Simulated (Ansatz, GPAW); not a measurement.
One calculation of Ta, 3 ways

```
CELL_PARAMETERS angstrom
-1.65128 1.65128 1.65128
1.65128 -1.65128 1.65128
1.65128 1.65128 -1.65128
ATOMIC_POSITIONS crystal
Ta 0.00000 0.00000 0.00000
```

Alike in all runs: task single point; functional PBE; k mesh 11 × 11 × 11; occupations gaussian, width 0.025 eV; no spin polarisation; no spin-orbit coupling. Pressure is positive in compression and, in plane waves, holds the error of the finite cutoff, which Ansatz's Pulay term estimates and takes out.

```
                        program and potentials  plane-wave cutoff (eV)                             notes  pressure (GPa)
                            Ansatz, Ansatz PAW                     420  Pulay term of +0.06 GPa included            2.10
Ansatz, all-electron LAPW, scalar-relativistic                       -                                 -            2.06
    GPAW, GPAW PAW data sets (gpaw-data 1.2.1)                     600                                 -            2.33
```

The pressure spans 2.06 (Ansatz, all-electron LAPW, scalar-relativistic) to 2.33 GPa (GPAW, GPAW PAW data sets (gpaw-data 1.2.1)), with all-electron results at 2.06.

Differences between rows come from potentials, basis sets and numerical settings, since the functional is the same but for its coding. Runs on potential files found faulty are left out.
